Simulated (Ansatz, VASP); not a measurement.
One calculation of Li2S, two programs

```
CELL_PARAMETERS angstrom
0.00000 2.84528 2.84528
2.84528 0.00000 2.84528
2.84528 2.84528 0.00000
ATOMIC_POSITIONS crystal
Li 0.25000 0.25000 0.25000
Li 0.75000 0.75000 0.75000
S 0.00000 0.00000 0.00000
```

Alike in both runs: task single point; functional r2SCAN; k mesh 8 × 8 × 8; occupations gaussian, width 0.05 eV; no spin polarisation.

|  | VASP | Ansatz |
| --- | --- | --- |
| version | VASP 6.6.1 | Ansatz 0.2.0 |
| potentials or method | VASP PAW PBE potentials, release 64 (Li_sv, S) | scalar-relativistic, plane waves, PAW |
| plane-wave cutoff (eV) | 520 | 520 |
| valence electrons in the cell | 12 | 12 |

Ansatz gave:

```
gap on the k mesh at the Fermi level (eV) : 3.87
least direct gap on the mesh (eV)         : 4.96
```

Estimate VASP's values.

gap on the k mesh at the Fermi level (eV): 3.86; least direct gap on the mesh (eV): 5.05.

The functional is the same, so the differences come from potentials, cutoffs and numerics.

 A k mesh can miss the band edges. r2SCAN opens gaps a little over a GGA but as a rule still falls short of measured ones.
